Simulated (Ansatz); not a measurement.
A 4-atom cell of CdS started from a crystallographic database was put through Ansatz (plane waves). The starting cell comes from a relaxation with PBE.

The cell given to it:
```
CELL_PARAMETERS angstrom
4.19696 0.00000 0.00000
-2.09848 3.63467 0.00000
0.00000 0.00000 6.82791
ATOMIC_POSITIONS crystal
Cd 0.33333 0.66667 0.99920
Cd 0.66667 0.33333 0.49920
S 0.33333 0.66667 0.37580
S 0.66667 0.33333 0.87580
```

The log, with set-up remarks and timings taken out:
```
Functional definition: PBEsol
Crystal: 4 atoms, lattice volume = 104.157 Å³
Basis set: ecut = 420 eV, 1985 PW (Γ)
Bands: 32, of which v1, the nominal top of the filled ones, is band 26 counted from 1 (25 counted from 0)
Symmetry: 12 space group operations
Space group: P63mc (ITA 186)
k-points: 21 of 144 (time reversal used)
preconditioner: auto → Resta (q_TF=auto, 2.430 Å⁻¹)  ε∞=4.7  [insulator: Δε(μ)=0.905 eV  σ=0.020 eV  ℏωp=21.8 eV]
SCF 1 converged in 7 iterations: F = -18140.400633 eV  dr2 = 1.56e-8
relax step 1: F+E_penalty+E_count = -18140.40063310 eV  max|allowed force component| = 1.596e-3 eV/Å  Δτ_max = 0.0000 Å  P = -2.850 GPa  Ω = 104.157 Å³
SCF 2 converged in 6 iterations: F = -18140.450783 eV  dr2 = 6.80e-8
relax step 2: F+E_penalty+E_count = -18140.45078258 eV  max|allowed force component| = 2.809e-4 eV/Å  Δτ_max = 0.0007 Å  P = +0.302 GPa  Ω = 98.345 Å³
SCF 3 converged in 4 iterations: F = -18140.451165 eV  dr2 = 1.47e-7
relax step 3: F+E_penalty+E_count = -18140.45116501 eV  max|allowed force component| = 1.000e-3 eV/Å  Δτ_max = 0.0005 Å  P = -0.030 GPa  Ω = 98.874 Å³
SCF 4 converged in 6 iterations: F = -18140.450399 eV  dr2 = 1.82e-11
relax step 4: F+E_penalty+E_count = -18140.45039863 eV  max|allowed force component| = 1.007e-3 eV/Å  Δτ_max = 0.0000 Å  P = -0.028 GPa  Ω = 98.874 Å³  (SCF on a basis re-selected at this cell)
Free energy (F): -18140.450399 eV
Fermi energy:    7.407255 eV
--- Per-component energies (eV) ---
  E_band       = -1015.711028
  E_kinetic    = 1222.724499
  E_local      = -8025.093259
  E_nonlocal   = 130.866592
  E_hartree    = 3680.727890
  E_xc         = -542.549815
  E_vxc        = -616.015791
  E_paw        = -9196.470504
  E_vpaw       = -1089.649142
  E_ewald      = -5411.463649
  E_core_change = 0.807818
--- Forces (eV/Å), atoms counted from 1 ---
  atom   1  Cd      0.00000      0.00000      0.00101
  atom   2  Cd      0.00000      0.00000      0.00101
  atom   3  S       0.00000      0.00000    -0.00101
  atom   4  S       0.00000      0.00000    -0.00101
--- Stress (GPa, compression-positive) ---
       -0.029461       0.000000       0.000000
        0.000000      -0.029461       0.000000
        0.000000       0.000000      -0.023834
  P = ⅓ Tr σ = -0.0276 GPa (-0.276 kbar)
--- Relaxed structure (3 steps of the walk, 3 accepted, 1 SCFs on fresh bases) ---
  F+E_penalty+E_count = -18140.45039863 eV   max|allowed force component| = 1.007e-3 eV/Å
  cell:  # Å, volume = 98.8737 Å³
    - [4.125387, 0.000000, 0.000000]
    - [-2.062694, 3.572690, 0.000000]
    - [0.000000, 0.000000, 6.708425]
  atoms:
    - { symbol: Cd, position: [0.333333, 0.666667, -0.000839] }
    - { symbol: Cd, position: [0.666667, 0.333333, 0.499161] }
    - { symbol: S, position: [0.333333, 0.666667, 0.375839] }
    - { symbol: S, position: [0.666667, 0.333333, 0.875839] }
```

Problem. Write the input file that gave this output.

Solution.
```yaml
crystal:
  # lattice and atoms as above
kpoints:
  mp_grid: { grid: [6, 6, 4] }
hamiltonian:
  xc: pbesol
scf:
  occupations: { method: fermi_dirac, width: 0.02 }
relax:
  f_tol: 0.005
  cell: {}
```
The relax steps with a changing cell volume need the relax block with cell. Keys that only write grids to files are left aside. Not every key shows in the log; this is the file that was used.

Run as `ansatz run input.yaml --threads 2 --pin off --max-ram 2211MiB --backend cpu --events-out ev --progress --plain --runs-dir out`.

No spin polarisation and no zero-point or thermal motion.
